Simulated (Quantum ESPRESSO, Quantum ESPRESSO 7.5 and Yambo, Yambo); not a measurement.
## SiC (P6_3mc): a self-consistent loop beyond G0W0, cycle by cycle

Aim: iterate the self-energy on SiC (P6_3mc) and follow the gap from cycle to cycle.

Program: Quantum ESPRESSO 7.5 and Yambo 5.3.0. Level of theory: PBE and many-body steps on it, plane waves. Results are calculated unless marked as measured.

**The experiments to reproduce.**

- Gap 3 eV: optical absorption onset, approximate; UV-Vis-NIR transmission; bulk crystal (400 micron semi-insulating 6H-SiC wafer) (“Effects of energetic ion irradiation on WSe2/SiC heterostructures”, 2017, pmc:5482891).

- Gap 3.03 eV: indirect gap, experimental literature value; quoted from earlier experiment; bulk crystal (quoted in “Charge spill-out and work function of few-layer graphene on SiC(0001)”, 2018, arxiv:1806.04908).

- Gap 3.02 eV: band gap at cryogenic temperature; bulk crystal (literature value) (quoted in “Silicon carbide diodes for neutron detection”, 2020, arxiv:2009.14696).

**1. The starting structure**

Symmetry: P6_3mc, No. 186, hexagonal system. Conventional cell: a = 3.077 Å, b = 3.077 Å, c = 15.098 Å, α = 90.00°, β = 90.00°, γ = 120.00°. Nearest to Si lie 4 C at 1.88 to 1.89 Å. Si has 4 C at 1.88 to 1.89 Å nearest. Nearest to Si lie 4 C at 1.89 Å. Nearest to C lie 4 Si at 1.88 to 1.89 Å. C has 4 Si at 1.89 Å nearest. Farther neighbours are not listed.

The cell and positions are those that the Materials Project relaxed with its own functionals (PBE, PBE+U or r2SCAN), kept fixed.

**2. Empty states on the mesh, 6×6×1 mesh, 154 bands**

This step: Quantum ESPRESSO 7.5; DFT, PBE, plane waves, norm-conserving pseudopotentials.

The sums over transitions need many empty states on a uniform mesh; this step solves for them.

Contents of pw.in:

```
&control
  calculation = 'nscf'
  prefix = 'x'
  outdir = 'o'
  pseudo_dir = 'pseudo'
/
&system
  ibrav = 0
  nat = 12
  ntyp = 2
  ecutwfc = 74.0
  nbnd = 154
  force_symmorphic = .true.
/
&electrons
  conv_thr = 1e-9
  electron_maxstep = 80
  diago_full_acc = .true.
  diago_thr_init = 5e-6
/
ATOMIC_SPECIES
  Si 28.085 Si.upf
  C 12.011 C.upf
CELL_PARAMETERS angstrom
  3.0766210102 -0.0000000000 0.0000000000
  -1.5383105051 2.6644319527 0.0000000000
  0.0000000000 0.0000000000 15.0980843200
ATOMIC_POSITIONS crystal
  Si 0.3333333333 0.6666666667 0.8329861500
  Si 0.6666666667 0.3333333333 0.3329861500
  Si 0.6666666667 0.3333333333 0.6665006000
  Si 0.3333333333 0.6666666667 0.1665006000
  Si 0.0000000000 0.0000000000 0.4997294200
  Si 0.0000000000 0.0000000000 0.9997294200
  C 0.0000000000 0.0000000000 0.8743664100
  C 0.0000000000 0.0000000000 0.3743664100
  C 0.3333333333 0.6666666667 0.7079967800
  C 0.6666666667 0.3333333333 0.2079967800
  C 0.6666666667 0.3333333333 0.5415216400
  C 0.3333333333 0.6666666667 0.0415216400
K_POINTS automatic
  6 6 1 0 0 0
```

Started as:

```bash
$ OMP_NUM_THREADS=1 mpirun -n 4 pw.x -nk 4 -in pw.in > pw.out
```

Log:

```text
Program PWSCF v.7.5 starts

     This program is part of the open-source Quantum ESPRESSO suite
     for quantum simulation of materials; please cite
         "P. Giannozzi et al., J. Phys.:Condens. Matter 21 395502 (2009);
         "P. Giannozzi et al., J. Phys.:Condens. Matter 29 465901 (2017);
         "P. Giannozzi et al., J. Chem. Phys. 152 154105 (2020);
     in publications or presentations arising from this work. More details at

     Atomic positions and unit cell read from directory:
     o/x.save/

     Message from routine setup:
[...]
k = 0.0000 0.3849 0.0000 (  8976 PWs)   bands (ev):

[...]
32.3197  32.3797  33.0699  33.2579  33.4779  33.7163  33.7714  34.1070
     [... 8 further rows ...]
    55.4547  55.6141  55.7194  56.5210  56.6232  56.6809  56.8326  57.6969
    57.9239  58.6597

          k = 0.0000-0.5774 0.0000 (  9006 PWs)   bands (ev):

     [... further k-points ...]

     highest occupied, lowest unoccupied level (ev):     9.5842   11.6109

     XML data file, pseudopotentials, collected wavefunctions

=------------------------------------------------------------------------------=
   JOB DONE.
=------------------------------------------------------------------------------=
```

Wall time 32 s (4 MPI ranks of Arm Neoverse V1, shared host); peak memory 0.76 GiB.

This step gave:

```
gap                                                           : 2.027 eV
k of the valence top                                          : 0, 0, 0
k of the conduction bottom                                    : 0, -0.5, 0
least direct gap                                              : 3.130 eV
k points computed                                             : 7
lowest point of the top converged band, above the valence top : 46.07 eV
```

On this mesh the gap is 2.027 eV.

The density comes from a self-consistent run that is not shown.

**3. Conversion and set-up**

This step: Yambo 5.3.0; conversion and set-up on PBE, plane waves, norm-conserving pseudopotentials.

The states are converted to the many-body program's format and the q mesh is built.

Started as:

```bash
$ (cd o/x.save; p2y > p2y.log; mv SAVE ../..); yambo > setup.log
```

Log:

```text
 Yambo, version 5.3.0

 [02] CORE Variables Setup
 =========================

  [02.01] Unit cells
  ==================

  Cell kind             :  HCP
  Atoms in the cell     :  Si  C
  number of Si atoms    :   6
  number of C  atoms    :   6

  List of atomic masses
  Mass of Si    :  28.08500
  Mass of C     :  12.01100

  List of atomic coordinates    : [cc]
  Si1       : -0.29070E-09   3.3567       23.766      order 1
  Si2       :  2.906986  1.678349  9.500509  order 2
  Si3       :   2.90699   1.67835  19.01609  order 3
[...]
BZ  Q-points                                      :   36

 K/Q-points units:
 rlu = crystal or reduced units; cc = cartesian coordinates; iku = interal k-units

 Q [1]          [rlu]:  0.000000  0.000000  0.000000
 Q [2]          [rlu]: -0.48527E-17  0.16667       0.0000
 Q [3]          [rlu]: -0.97055E-17  0.33333       0.0000
 Q [4]          [rlu]:  0.14558E-16 -0.50000       0.0000
 Q [5]          [rlu]:  0.166667  0.166667  0.000000
 Q [6]          [rlu]:  0.166667  0.333333  0.000000
 Q [7]          [rlu]:  0.333333  0.333333  0.000000

  [03.01] X indexes
  =================

   [03.01.01] Sigma indexes
   ========================

 [06] Game Over & Game summary
```

It took 2.5 s on 1 MPI rank; peak memory 0.24 GiB.

**4. G0W0**

G0W0 replaces the xc potential by the self-energy, built once from these orbitals. Only a window of levels is corrected, while the sums run over the empty bands that the input names.

This step: G0W0 on PBE, plane waves, norm-conserving pseudopotentials.

Contents of gw1.in:

```
HF_and_locXC
gw0
dyson
ppa
em1d
rim_cut
RandQpts= 1000000
RandGvec= 1 RL
EXXRLvcs= 74 Ry
VXCRLvcs= 296 Ry
Chimod= "HARTREE"
% BndsRnXp
 1 | 154 |
%
NGsBlkXp= 7 Ry
% LongDrXp
 1 | 1 | 1 |
%
% GbndRnge
 1 | 154 |
%
DysSolver= "n"
ExtendOut
PPAPntXp= 27.21138 eV
% QPkrange
 1 | 7 | 15 | 32 |
%
```

Started as:

```bash
$ OMP_NUM_THREADS=1 mpirun -n 4 yambo -F gw1.in -J gw1 -C gw1 > gw1.log
```

Log:

```text
 Yambo, version 5.3.0

 [02] CORE Variables Setup
 =========================

  [... cell, symmetries and grids as in the set-up ...]

  [02.05] Energies & Occupations
  ==============================

  [X] === General ===
  [X] Electronic Temperature                        :  0.000000  0.000000 [eV K]
  [X] Bosonic    Temperature                        :  0.000000  0.000000 [eV K]
  [X] Finite Temperature mode                       : no
  [X] El. density                                   :  0.38783E+24 [cm-3]
  [X] Fermi Level                                   :  9.584179 [eV]

  [X] === Gaps and Widths ===
  [X] Conduction Band Min                           :  2.026692 [eV]
  [X] Valence Band Max                              :  0.000000 [eV]
  [X] Filled Bands                                  :  24
  [X] Empty Bands                                   :   25  154
  [X] Direct Gap                                    :  3.130175 [eV]
  [X] Direct Gap localized at k                     :   4
  [X] Indirect Gap                                  :  2.026692 [eV]
  [X] Indirect Gap between kpts                     :   1   4
  [X] Last valence band width                       :  2.077149 [eV]
  [X] 1st conduction band width                     :  3.176042 [eV]

 [03] Transferred momenta grid and indexing
 ==========================================

 IBZ Q-points                                      :   7
 BZ  Q-points                                      :   36

 K/Q-points units:
 rlu = crystal or reduced units; cc = cartesian coordinates; iku = interal k-units

 Q [1]          [rlu]:  0.000000  0.000000  0.000000
 Q [2]          [rlu]: -0.48527E-17  0.16667       0.0000
 Q [3]          [rlu]: -0.97055E-17  0.33333       0.0000
 Q [4]          [rlu]:  0.14558E-16 -0.50000       0.0000
 Q [5]          [rlu]:  0.166667  0.166667  0.000000
 Q [6]          [rlu]:  0.166667  0.333333  0.000000
 Q [7]          [rlu]:  0.333333  0.333333  0.000000

 [04] Coloumb potential Random Integration (RIM)
 ===============================================

  [04.01] RIM initialization
  ==========================

  * Diagonal components only detected *

  8 x (sBL volume)        :  0.065998 [a.u.]
  sBZ random points       :  1000000
  Points outside the sBZ  :   7993074
  RL volume               :  0.296990 [a.u.]
  Integrated volume       :  0.297248 [a.u.]

  [04.02] RIM integrals
  =====================

  Gamma point sphere radius             :  0.073304 [a.u.]
  Points outside the sphere             :   799493
  [Int_sBZ(q=0) 1/q^2]*(Vol_sBZ)^(-1/3) =:  7.699798
                                 should be <:  7.795600

  Summary of Coulomb integrals for non-metallic bands |Q|[au] RIM/Bare

  Q [1] 0.100000E-4 0.987711 * Q [2] 0.207982 1.035310
  Q [5] 0.360235 1.014559 * Q [3] 0.415963 1.011306
  Q [6] 0.550268 1.006880 * Q [4] 0.623945 1.006041
  Q [7] 0.720470 1.004345

 [05] Dipoles
 ============

  [05.01] Setup: observables and procedures
  =========================================

  [WARNING] [x,Vnl] slows the Dipoles computation. To neglect it rename the ns.kb_pp file

 [06] Dynamic Dielectric Matrix (PPA)
 ====================================

 [WR./gw1//ndb.pp]---------------------------------------------------------------
  Brillouin Zone Q/K grids (IBZ/BZ)                :    7   36    7   36
  RL vectors                                       :  11311 [WF]
  Coulomb cutoff potential                         : none
  Electronic Temperature                           :  0.000000 [K]
  Bosonic    Temperature                           :  0.000000 [K]
  PPA    diel. fun.  energies                      : Perdew, Burke & Ernzerhof(X)+Perdew, Burke & Ernzerhof(C)
  wavefunctions                                    : Perdew, Burke & Ernzerhof(X)+Perdew, Burke & Ernzerhof(C)
  Global Gauge                                     : length
  X matrix size                                    :  283
  X band range                                     :    1  154
  X e/h energy range                               : -1.000000 -1.000000 [eV]
  X Time ordering                                  : R
  X Hxc Kernel                                     : HARTREE
  X Drude frequency                                :  0.000000  0.000000
  X poles                                          :  100.0000 [o/o]
  RL vectors in the sum                            :  11311
  [r,Vnl] included                                 : yes
  Field direction                                  :  0.577350E-5  0.577350E-5  0.577350E-5
  BZ energy Double Grid                            : no
  BZ energy DbGd points                            : 0
  BZ Q point size factor                           : -1.000000
  X Optical Averaged directions                    : none

 [07] Local Exchange-Correlation + Non-Local Fock
 ================================================

 [VXC] Plane waves :   71833
 [EXS] Plane waves :   8953

 QP @ state[ 1 ] K range:   1   7
 QP @ state[ 1 ] b range:   15   32

 [xc] Functional : Perdew, Burke & Ernzerhof(X)+Perdew, Burke & Ernzerhof(C)
 [xc] LIBXC used to calculate xc functional
  PP Number of Atomic Species                      :  2
  NLCC RL compoments                               :   71833
  PP Number of Atomic Species                      :  2
  NLCC RL compoments                               :   71833

 [xc] E_xc :  -18.29600 [Ha]
      E_xc :  -36.59200 [Ry]

  Local XC kind (lXC) : Perdew, Burke & Ernzerhof(X)+Perdew, Burke & Ernzerhof(C)
  Non-Local XC kind (nlXC) : Hartree-Fock

  Corrections @ K [1] :  [eV]
 <15|nlXC|15> = -17.30795 -0.58714E-17 <15|lXC|15> = -14.54005  0.000000
 <16|nlXC|16> = -17.32378 -0.71086E-18 <16|lXC|16> = -14.59162  0.14161E-15
 <17|nlXC|17> = -17.32379 -0.37088E-17 <17|lXC|17> = -14.59162  0.000000
 <18|nlXC|18> = -17.29396  0.41787E-17 <18|lXC|18> = -14.76283  0.18882E-15
 <19|nlXC|19> = -17.29396 -0.68762E-17 <19|lXC|19> = -14.76283  0.18882E-15
 <20|nlXC|20> = -17.30418 -0.21285E-17 <20|lXC|20> = -14.81088 -0.18882E-15
[...]
Corrections @ K [2] :  [eV]
[...]
Corrections @ K [3] :  [eV]
[...]
Corrections @ K [4] :  [eV]
[...]
Corrections @ K [5] :  [eV]
[...]
Corrections @ K [6] :  [eV]
[...]
Corrections @ K [7] :  [eV]
[...]
<30|nlXC|30> = -6.244899 -0.22476E-17 <30|lXC|30> = -11.74503 -0.10326E-16
 <31|nlXC|31> = -6.378670  0.12263E-17 <31|lXC|31> = -11.94851  0.14161E-15
 <32|nlXC|32> = -6.378666  0.17928E-18 <32|lXC|32> = -11.94851  0.94408E-16

  [07.01] Hartree-Fock occupations report
  =======================================

  [Hartree-Fock] === General ===
  [Hartree-Fock] Electronic Temperature             :  0.000000  0.000000 [eV K]
  [Hartree-Fock] Bosonic    Temperature             :  0.000000  0.000000 [eV K]
  [Hartree-Fock] Finite Temperature mode            : no
  [Hartree-Fock] El. density                        :  0.38783E+24 [cm-3]
  [Hartree-Fock] Fermi Level                        :  9.584179 [eV]

  [Hartree-Fock] === Gaps and Widths ===
  [Hartree-Fock] Conduction Band Min                :  6.192535 [eV]
  [Hartree-Fock] Valence Band Max                   : -2.372939 [eV]
  [Hartree-Fock] Filled Bands                       :  24
  [Hartree-Fock] Empty Bands                        :   25  154
  [Hartree-Fock] Direct Gap                         :  10.13494 [eV]
  [Hartree-Fock] Direct Gap localized at k          :   4
  [Hartree-Fock] Indirect Gap                       :  8.565474 [eV]
  [Hartree-Fock] Indirect Gap between kpts          :   1   4
  [Hartree-Fock] Last valence band width            :  2.855534 [eV]
  [Hartree-Fock] 1st conduction band width          :  4.221745 [eV]

 [08] Dyson equation: Newton solver
 ==================================

  [08.01] G0W0 (W PPA)
  ====================

  [  GW  ] Bands range     :    1  154
  [GW/PPA] G damping       :  0.100000 [eV]

  QP @ state[ 1 ] K range:   1   7
  QP @ state[ 1 ] b range:   15   32

   Sc/G bands                                       :    1  154
   Sc/G damping                                     :  0.100000 ev
   Sc bands terminator                              : no
   Sx RL components                                 :   8953

   QP @ state[ 1 ] K range                          :   1   7
   QP @ state[ 1 ] b range                          :   15   32
   GF energies kind                                 : Perdew, Burke & Ernzerhof(X)+Perdew, Burke & Ernzerhof(C)
   GF WF`s kind                                     : Perdew, Burke & Ernzerhof(X)+Perdew, Burke & Ernzerhof(C)
   Xs energies kind                                 : Perdew, Burke & Ernzerhof(X)+Perdew, Burke & Ernzerhof(C)
   Xs WF`s kind                                     : Perdew, Burke & Ernzerhof(X)+Perdew, Burke & Ernzerhof(C)

 [11] Game Over & Game summary
```

The job ended after 14 min (4 MPI ranks; peak memory 2.7 GiB; 58 min of CPU time).

Numbers from this step:

```
G0W0 gap on the mesh                         : 2.559 eV
starting gap on the mesh                     : 2.027 eV
k of the valence top                         : 0, 0, 0
k of the conduction bottom                   : 0, -0.5, 0
least direct G0W0 gap on the computed points : 3.840 eV
Z at the valence top                         : 0.8038
Z at the conduction bottom                   : 0.8253
```

The gap on the mesh goes from 2.03 eV to 2.56 eV, a correction of +0.53 eV.

**5. evGW0, cycle 1**

This step: evGW0 on PBE, plane waves, norm-conserving pseudopotentials.

gw2.in, as its differences from gw1.in of step 4:

```diff
@@ -27 +27,2 @@
 %
+GfnQPdb= "E < ./gw1/ndb.QP"
```

Started as:

```bash
$ OMP_NUM_THREADS=1 mpirun -n 4 yambo -F gw2.in -J gw2,gw1_W -C gw2 > gw2.log
```

Log:

```text
 Yambo, version 5.3.0

 [02] CORE Variables Setup
 =========================

  [... cell, symmetries and grids as in the set-up ...]

  [02.05] Energies & Occupations
  ==============================

  [X] === General ===
  [X] Electronic Temperature                        :  0.000000  0.000000 [eV K]
  [X] Bosonic    Temperature                        :  0.000000  0.000000 [eV K]
  [X] Finite Temperature mode                       : no
  [X] El. density                                   :  0.38783E+24 [cm-3]
  [X] Fermi Level                                   :  9.584179 [eV]

  [X] === Gaps and Widths ===
  [X] Conduction Band Min                           :  2.026692 [eV]
  [X] Valence Band Max                              :  0.000000 [eV]
  [X] Filled Bands                                  :  24
  [X] Empty Bands                                   :   25  154
  [X] Direct Gap                                    :  3.130175 [eV]
  [X] Direct Gap localized at k                     :   4
  [X] Indirect Gap                                  :  2.026692 [eV]
  [X] Indirect Gap between kpts                     :   1   4
  [X] Last valence band width                       :  2.077149 [eV]
  [X] 1st conduction band width                     :  3.176042 [eV]

 [03] Transferred momenta grid and indexing
 ==========================================

 IBZ Q-points                                      :   7
 BZ  Q-points                                      :   36

 K/Q-points units:
 rlu = crystal or reduced units; cc = cartesian coordinates; iku = interal k-units

 Q [1]          [rlu]:  0.000000  0.000000  0.000000
 Q [2]          [rlu]: -0.48527E-17  0.16667       0.0000
 Q [3]          [rlu]: -0.97055E-17  0.33333       0.0000
[...]
[G+QP] Indirect Gap                               :  2.558612 [eV]
  [G+QP] Indirect Gap between kpts                  :   1   4
  [G+QP] Last valence band width                    :  2.386537 [eV]
  [G+QP] 1st conduction band width                  :  3.430985 [eV]

  [coarse-grid] Minimum Bare Gap        [ev]:  2.026692
  [coarse-grid] Minimum Gap Correction  [ev]:  0.531919

  Eqp @ K [1]
  -17.36681 -16.78315 -16.74203 -15.06829 -15.03503 -13.36682  -9.67842  -7.04834
  -7.004105 -2.769039 -2.738051 -1.331334 -1.331334 -1.122224 -1.126666 -1.000358
   -1.00051    -0.457064    -0.456976    -0.356596    -0.356647    -0.436786E-1 -0.826619E-4   0.00000
[...]
Eqp @ K [2]
[...]
Eqp @ K [3]
[...]
Eqp @ K [4]
[...]
Eqp @ K [5]
[...]
Eqp @ K [6]
[...]
Eqp @ K [7]
[...]
8.76564  10.16437  10.30309  10.30310  11.38969  11.43289  11.43291  11.77221
   11.77222  11.87228  12.28294  12.28295  12.46236  12.73013  13.31290  13.31291

 [07] Dipoles
 ============

  [07.01] Setup: observables and procedures
  =========================================

 [08] Dynamic Dielectric Matrix (PPA)
 ====================================

   Sc/G bands                                       :    1  154
   Sc/G damping                                     :  0.100000 ev
   Sc bands terminator                              : no
   Sx RL components                                 :   8953

   QP @ state[ 1 ] K range                          :   1   7
   QP @ state[ 1 ] b range                          :   15   32
   GF energies kind                                 : Perdew, Burke & Ernzerhof(X)+Perdew, Burke & Ernzerhof(C)+ E < ./gw1/ndb.QP + @E Fit
   GF WF`s kind                                     : Perdew, Burke & Ernzerhof(X)+Perdew, Burke & Ernzerhof(C)
   Xs energies kind                                 : Perdew, Burke & Ernzerhof(X)+Perdew, Burke & Ernzerhof(C)
   Xs WF`s kind                                     : Perdew, Burke & Ernzerhof(X)+Perdew, Burke & Ernzerhof(C)

 [13] Game Over & Game summary
```

Wall time 12 min (4 MPI ranks); peak memory 2.6 GiB; 46 min of CPU time.

Numbers from this step:

- quasiparticle gap on the mesh: 2.643 eV
- gap of the density functional on the mesh: 2.027 eV
- k of the valence top: 0, 0, 0
- k of the conduction bottom: 0, -0.5, 0
- least direct quasiparticle gap on the computed points: 3.945 eV
- Z at the valence top: 0.8087
- Z at the conduction bottom: 0.8329

Against G0W0 in Yambo (6×6×1 mesh, 154 bands, screening to 95.2 eV, Godby-Needs plasmon pole), the gap moves by +0.084 eV.

The program's own table gives 2.732 eV, which is too large where the input levels are shifted: this version takes Σc at the unshifted level E₀, yet steps from the shifted one. The value above is the Newton step from E₀, E₀ + Z(Σc + Σx − Vxc), rebuilt from the printed columns.

[end of part 1 of 2]

[Paths, hosts, dates, memory and timing lines, banners, echoed tables and standing remarks are left out of the program output.]

[Logs are printed without paths, hosts, clocks, repeated set-up lines and the standing remarks that a program may print on its own settings, such as how far it seeks lower states.]

[Runs of the session that timed out or met a known fault of the program may be left out.]

[Hosts, paths, dates, database ids (printed as entryN), source tags and the programs' standing remarks are cut or masked in the printed files.]
